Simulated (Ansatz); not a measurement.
# TaN: stress in a strained cell, part 2 of 2

TaN is deformed so: equal xy, yz and zx engineering shear strains of -2 %. What stress and forces result, by LAPW, PAW and all-electron datasets made for the crystal?

Ansatz 0.2.0; DFT PBEsol; a database cell (COD). «Crystal datasets» are all-electron PAW datasets made for this crystal.

### Step 5. Datasets made for this crystal

input.yaml

```yaml
crystal:
  lattice:
    - [5.1960008669, -0.0519600087, -0.0519600087]
    - [-2.6429991209, 4.5258487531, -0.0190186832]
    - [-0.02911, -0.02911, 2.911]
  atoms:
    - { symbol: Ta, position: [0.3333333333, 0.6666666667, 0.5] }
    - { symbol: Ta, position: [0.6666666667, 0.3333333333, 0.5] }
    - { symbol: Ta, position: [0.0, 0.0, 0.0] }
    - { symbol: "N", position: [0.39285, 0.0, 0.0] }
    - { symbol: "N", position: [0.60715, 0.60715, 0.0] }
    - { symbol: "N", position: [0.0, 0.39285, 0.0] }
kpoints:
  mp_grid: { grid: [6, 6, 9] }
scf:
  occupations: { method: fermi_dirac, width: 0.01 }
hamiltonian:
  xc: pbesol
  pseudopotentials: { kind: all_electron, datasets: crystal }
output:
  forces: true
  stress: true
  eigenvalues: true
  efg: { contact_densities: true }
```

On the command line:

```bash
$ ansatz run input.yaml --threads 2 --pin off --max-ram 8192MiB --backend cpu --events-out ev --progress --plain --runs-dir out
```

Standard output:

```text
hamiltonian.pseudopotentials.datasets: crystal makes datasets for this crystal and solves the spheres of its atoms anew in each pass: cutoff 520.0 eV, the density's 2080.0 eV; for an error of 0.50 meV an atom under PBE, 3.0 meV for the cell; an energy difference from a run of another recipe may be off by several times the error for the cell, under r2SCAN by more, where some 0.1 meV an atom stays at smaller errors; N in spheres of 0.826 Å, 5 of its electrons in bands; Ta in spheres of 1.196 Å, 27 of its electrons in bands
band count auto-derived: 64 (N_el = 96.0; filled up to band 48; 58 by the electrons, moments and atoms)
Ta: output.efg is read without spin–orbit coupling, which moves field gradients at and beside such atoms by some per cent and up to a factor of two; PAW files take it under magnetization.noncollinear and magnetization.spin_orbit
Engine: ansatz 0.2.0
Pseudopotentials: kind: all_electron
Pseudopotential: Ta, paw, valence charge 27, recommended cutoff 520 eV (normal), Koelling and Harmon's equation, gaussian nucleus
Pseudopotential: N, paw, valence charge 5, recommended cutoff 520 eV (normal), Koelling and Harmon's equation, gaussian nucleus
Functional definition: PBEsol
  exchange = pbesol_x
  correlation = pbesol_c
Crystal: 6 atoms, lattice volume = 68.042 Å³
Basis set: ecut = 520 eV, 1843 PW (Γ), exchange–correlation on 80×80×48 points (8 copies of the dense FFT grid, shifted against one another)
Bands: 64, of which v1, the nominal top of the filled ones, is band 48 counted from 1 (47 counted from 0)
Symmetry: 1 space group operations
Space group: P1 (ITA 1), of the structure as read, at distance tolerance 4.1e-5 Å
k-points: 164 of 324 (time reversal used)
Non-local potential: Ta, projectors of the file, l = 0: 2, l = 1: 2, l = 2: 1, l = 3: 2
Non-local potential: N, projectors of the file, l = 0: 1, l = 1: 1
PAW form: soft (Blöchl's): semilocal exchange-correlation on the pseudo side does not see the compensation charge
PAW one-centre angular grid: Ta, 590 points (default); XC on its mesh's 1777 points in the sphere
PAW one-centre angular grid: N, 110 points (default); XC on its mesh's 1893 points in the sphere
Initial density: superposition of atomic densities (neutral atoms: chi_scale 0, normalization atom)
Initial wavefunctions: pseudopotential atomic-orbital guess
Functional: x = pbesol(κ = 0.804, μ = 0.12345679012345678), c = pbesol(β = 0.046)
iter 1 solved again at ethr=3.54e-2 eV; its pass at ethr=1.00e-1 eV (dr2=3.40e1 eV) is discarded
SCF iter   1: F=—  HF=-1277800.749402 eV  |F-HF|=—  |Δ(HF+E_count)|=         —  Δρ=2.02e-1  dr2=3.31e1  ethr=3.54e-2  ⟨swp⟩=2.0  Hψ=49572  notcnv=0
preconditioner: auto → Kerker (q_TF=auto, 2.889 Å⁻¹)  [metal: Δε(μ)=0.013 eV  Ē_g=23.227 eV  σ=0.010 eV  W_gap=0.28  n_scr=32 (ndim 8)  ℏωp=42.7 eV  f_vac=0.000  D(μ)=0.85/eV (n_scr^D=6)]
SCF iter   2: F=—  HF=-1277793.254129 eV  |F-HF|=—  |Δ(HF+E_count)|=    7.50e0  Δρ=7.06e-2  dr2=4.28e0  ethr=3.45e-2  ⟨swp⟩=3.1  Hψ=22863  notcnv=0  defer=1
preconditioner: auto → Resta (q_TF=auto, 2.889 Å⁻¹)  ε∞=4.3  [insulator: Δε(μ)=0.136 eV  Ē_g=23.679 eV  σ=0.010 eV  W_gap=0.75  n_scr=32 (ndim 8)  ℏωp=42.7 eV  f_vac=0.000  D(μ)=0.50/eV (n_scr^D=0)  ε∞_Penn≈4.3]
iter 3 solved again at ethr=3.66e-4 eV; its pass at ethr=4.45e-3 eV (dr2=3.52e-1 eV) is discarded
SCF iter   3: F=—  HF=-1277791.969271 eV  |F-HF|=—  |Δ(HF+E_count)|=    1.28e0  Δρ=3.34e-2  dr2=3.53e-1  ethr=3.66e-4  ⟨swp⟩=2.0  Hψ=46072  notcnv=0
SCF iter   4: F=—  HF=-1277791.947660 eV  |F-HF|=—  |Δ(HF+E_count)|=   2.16e-2  Δρ=1.31e-2  dr2=4.83e-2  ethr=3.66e-4  ⟨swp⟩=3.0  Hψ=26846  notcnv=0  defer=2
SCF iter   5: F=—  HF=-1277791.940417 eV  |F-HF|=—  |Δ(HF+E_count)|=   7.24e-3  Δρ=2.76e-3  dr2=4.44e-3  ethr=5.04e-5  ⟨swp⟩=3.1  Hψ=29193  notcnv=0  defer=2
SCF iter   6: F=—  HF=-1277791.940763 eV  |F-HF|=—  |Δ(HF+E_count)|=   3.46e-4  Δρ=7.52e-4  dr2=3.41e-4  ethr=4.62e-6  ⟨swp⟩=3.1  Hψ=24657  notcnv=0
SCF iter   7: F=—  HF=-1277791.940733 eV  |F-HF|=—  |Δ(HF+E_count)|=   3.01e-5  Δρ=3.29e-4  dr2=1.14e-4  ethr=3.55e-7  ⟨swp⟩=3.0  Hψ=23393  notcnv=0
SCF iter   8: F=—  HF=-1277791.940694 eV  |F-HF|=—  |Δ(HF+E_count)|=   3.85e-5  Δρ=1.29e-4  dr2=6.81e-6  ethr=1.19e-7  ⟨swp⟩=3.0  Hψ=19920  notcnv=0
SCF iter   9: F=—  HF=-1277791.940680 eV  |F-HF|=—  |Δ(HF+E_count)|=   1.43e-5  Δρ=3.85e-5  dr2=1.11e-6  ethr=7.10e-9  ⟨swp⟩=3.0  Hψ=19609  notcnv=0
SCF iter  10: F=-1277791.940680 eV  HF=-1277791.940680 eV  |F-HF|=1.93e-8  |Δ(HF+E_count)|=   1.49e-7  Δρ=7.44e-6  dr2=4.09e-8  ethr=1.16e-9  ⟨swp⟩=3.0  Hψ=18973  notcnv=0
SCF 1 converged in 10 iterations: F = -1277791.940680 eV  dr2 = 4.09e-8
  Residual-converged pass: ⟨swp⟩=3.8  Hψ=21216  notcnv=0  max |occ|·‖R‖ = 6.7e-6 eV (tolerance 6.7e-6 eV)  dr2=4.09e-8  dr2_onsite=3.57e-8  max |Δocc| = 8.0e-10
SCF converged after 10 iterations
Free energy (F): -1277791.940680 eV
Harris-Foulkes:  -1277791.940680 eV  (|F-HF|=1.93e-8)
Internal energy: -1277791.940333 eV  (E = F + TS)
E sigma→0 (E₀):  -1277791.940507 eV
Entropy (-TS):   -0.000347 eV (-0.058 meV/atom)
Past the cutoff: the bands carry plane waves up to 1.75 times it, of which those up to 1.5 times it add -0.000270 eV an atom, each by itself; the spheres take 0.000177 eV an atom off the energy for waves past 1.75 times it
By the cutoff:   a pressure is off by up to 0.007 GPa (1.2 times the spheres' own share and the shells' term, over an atom's volume, and 0.004 GPa: a bound that held against runs at twice the plane waves)
Past the cutoffs: a stress includes 0.0022 GPa for waves and charges beyond them, in addition to the slope of what the spheres take
In the spheres:  the bands' charges fall short by 1.4e-6 e at most (sound up to 1e-3)
Fermi energy:    24.487307 eV
--- Per-component energies (eV) ---
  The terms above E_closure are by the made datasets' own strengths, without shells solved beside the bands.
--- Forces (eV/Å), atoms counted from 1 ---
  atom   1  Ta     0.12505474     0.11002292     0.03309064
  atom   2  Ta    -0.12121305     0.10335351     0.00856180
  atom   3  Ta     0.00996102     0.26067208     0.00003317
  atom   4  N     -0.00802866    -0.12739045    -0.08876513
  atom   5  N     -0.02920611    -0.17739113     0.08753019
  atom   6  N      0.02343311    -0.16924983    -0.04045202
  max |Σ_I F_I| component: 1.71e-5 eV/Å
--- Stress (GPa, compression-positive) ---
       -2.914672       3.969365       4.002630
        3.969365      -2.929876       4.023159
        4.002630       4.023159      -4.439914
  P = ⅓ Tr σ = -3.4282 GPa (-34.282 kbar)
--- PAW observables at the nuclei: V_zz in 10²¹ V/m², potentials from the cell's mean, atoms counted from 1 ---
  atom   1  Ta V_zz =   -19.807382   η = 0.1428   by run symmetry: allowed
            electrostatic potential = -14496.463418 V   contact ρ = 8140150.220599 e/Å³
  atom   2  Ta V_zz =   -19.808772   η = 0.1425   by run symmetry: allowed
            electrostatic potential = -14496.463436 V   contact ρ = 8140150.220038 e/Å³
  atom   3  Ta V_zz =   +11.141077   η = 0.2733   by run symmetry: allowed
            electrostatic potential = -14497.040602 V   contact ρ = 8140211.325747 e/Å³
  atom   4  N  V_zz =    -1.411340   η = 0.5435   by run symmetry: allowed
            electrostatic potential = -527.381250 V   contact ρ = 1404.172947 e/Å³
  atom   5  N  V_zz =    -1.557969   η = 0.2565   by run symmetry: allowed
            electrostatic potential = -527.368089 V   contact ρ = 1404.190458 e/Å³
  atom   6  N  V_zz =    -1.247870   η = 0.8372   by run symmetry: allowed
            electrostatic potential = -527.394667 V   contact ρ = 1404.156849 e/Å³
--- Band table (eV; the first three rows and the last of 164) ---
  k-point 0: bands = ["-44.7794", "-44.7340", "-44.1584", "-11.6185", "-11.6069", "-11.2633", "-11.2573", "-11.0850", "-10.9760", "-10.8305", "-10.8242", "-10.2060", "3.4242", "3.4261", "3.4286", "3.4401", "3.4416", "3.4478", "3.4510", "3.4536", "3.4563", "3.4587", "3.4804", "3.4836", "3.4882", "3.5063", "3.9817", "4.0181", "4.0403", "4.0408", "4.0498", "4.0520", "4.1053", "6.2639", "8.9694", "9.0190", "15.1200", "17.9006", "17.9923", "18.0413", "18.7395", "18.7866", "19.4077", "19.5929", "20.2840", "21.1911", "22.6025", "23.6009", "23.6074", "25.0667", "25.0869", "26.3569", "26.4115", "26.4575", "27.0200", "27.6679", "27.7604", "29.6630"]
  k-point 1: bands = ["-44.7741", "-44.7289", "-44.1538", "-11.6012", "-11.5897", "-11.2454", "-11.2393", "-11.1906", "-11.0712", "-10.8289", "-10.8239", "-10.2874", "3.4258", "3.4272", "3.4298", "3.4409", "3.4431", "3.4486", "3.4527", "3.4547", "3.4572", "3.4589", "3.4805", "3.4821", "3.4837", "3.5004", "3.9835", "4.0183", "4.0400", "4.0405", "4.0521", "4.0544", "4.0995", "6.4946", "8.9075", "8.9530", "15.5312", "17.6864", "17.7661", "18.2267", "18.6331", "18.7032", "19.3676", "19.5109", "19.6289", "21.6519", "23.1067", "23.1166", "23.1885", "25.6848", "25.7067", "26.4116", "26.4988", "26.6005", "27.2577", "27.6930", "27.8119", "29.5345"]
  k-point 2: bands = ["-44.7607", "-44.7160", "-44.1423", "-11.5570", "-11.5460", "-11.4542", "-11.3064", "-11.1979", "-11.1867", "-10.8267", "-10.8252", "-10.4888", "3.4231", "3.4240", "3.4337", "3.4453", "3.4473", "3.4492", "3.4557", "3.4564", "3.4634", "3.4663", "3.4695", "3.4809", "3.4840", "3.4864", "3.9869", "4.0186", "4.0386", "4.0389", "4.0589", "4.0612", "4.0855", "7.1088", "8.7433", "8.7780", "16.6255", "17.1797", "17.2492", "17.8146", "18.4488", "18.4665", "19.1979", "19.2420", "19.3678", "22.6149", "22.6678", "22.9467", "24.4795", "25.8968", "26.0205", "26.5504", "26.6459", "27.1659", "27.8580", "28.1484", "28.2986", "29.3640"]
  k-point 163: bands = ["-44.7224", "-44.7047", "-44.1206", "-11.8849", "-11.7879", "-11.4996", "-11.3832", "-11.2008", "-11.0443", "-10.8576", "-10.8166", "-10.8061", "3.4029", "3.4135", "3.4312", "3.4446", "3.4522", "3.4565", "3.4596", "3.4612", "3.4666", "3.4688", "3.4792", "3.4824", "3.4828", "3.4904", "3.9889", "4.0189", "4.0347", "4.0351", "4.0612", "4.0721", "4.0754", "8.1626", "8.5429", "8.7968", "15.9428", "16.4509", "16.9117", "17.1369", "17.5860", "18.2347", "19.1381", "19.6243", "20.5677", "21.3766", "22.6179", "23.6349", "25.0988", "25.8226", "27.5220", "27.8283", "27.9366", "28.1163", "28.6397", "29.0452", "29.9167", "30.1616"]
```

It took 4.9 min on 2 threads of Arm Neoverse V2, shared host; peak memory 4.2 GiB.

This run gives: pressure -3.43 GPa; no gap; largest force 0.261 eV/Å; Vzz Ta1 -19.81 (η = 0.14), Ta2 -19.81 (η = 0.14), Ta3 11.14 (η = 0.27), N4 -1.41 (η = 0.54) (10²¹ V/m²).

### Step 6. Side by side

Stress (GPa, compression positive):

| method | xx | yy | zz | yz | xz | xy |
| --- | --- | --- | --- | --- | --- | --- |
| LAPW | -2.91 | -2.93 | -4.44 | 4.02 | 4.00 | 3.97 |
| PAW | -2.88 | -2.89 | -4.46 | 4.05 | 4.03 | 3.99 |
| crystal datasets | -2.91 | -2.93 | -4.44 | 4.02 | 4.00 | 3.97 |

Forces (eV/Å):

| atom | LAPW x | LAPW y | LAPW z | PAW x | PAW y | PAW z | crystal datasets x | crystal datasets y | crystal datasets z |
| --- | --- | --- | --- | --- | --- | --- | --- | --- | --- |
| Ta1 | 0.125 | 0.110 | 0.033 | 0.126 | 0.112 | 0.033 | 0.125 | 0.110 | 0.033 |
| Ta2 | -0.121 | 0.103 | 0.009 | -0.122 | 0.105 | 0.009 | -0.121 | 0.103 | 0.009 |
| Ta3 | 0.010 | 0.260 | 0.000 | 0.010 | 0.264 | 0.000 | 0.010 | 0.261 | 0.000 |
| N4 | -0.008 | -0.127 | -0.089 | 0.006 | -0.129 | -0.090 | -0.008 | -0.127 | -0.089 |
| N5 | -0.029 | -0.177 | 0.088 | -0.037 | -0.192 | 0.089 | -0.029 | -0.177 | 0.088 |
| N6 | 0.023 | -0.169 | -0.040 | 0.017 | -0.160 | -0.041 | 0.023 | -0.169 | -0.040 |

| method | pressure (GPa) | largest force (eV/Å) | Vzz Ta1 (10²¹ V/m²) | Vzz Ta2 (10²¹ V/m²) | Vzz Ta3 (10²¹ V/m²) | SCF cycles, all passes |
| --- | --- | --- | --- | --- | --- | --- |
| LAPW | -3.43 | 0.261 | – | – | – | 11 |
| PAW | -3.41 | 0.265 | -21.58 | -21.58 | 14.10 | 7 |
| crystal datasets | -3.43 | 0.261 | -19.81 | -19.81 | 11.14 | 10 |

### Step 7. Summary of results

This closing draws on all 2 parts.

```
                                 quantity                                              value
                                 pressure  LAPW -3.43, PAW -3.41, crystal datasets -3.43 GPa
largest shear or deviatoric stress (LAPW)                                           4.02 GPa
```

**Reading.** The largest part of the stress beyond the pressure is 4.02 GPa in size; the atoms are carried along and not relaxed. No run of the undeformed cell stands beside it, so the pressure holds what the given cell had before the change. PAW: stress within 0.03 GPa of LAPW, forces within 15 meV/Å. Crystal datasets: stress within 0.01 GPa of LAPW, forces within 1 meV/Å. Spin-orbit coupling is left out, though the cell holds Ta; in elements this heavy it can shift bands and gaps by tenths of an eV.
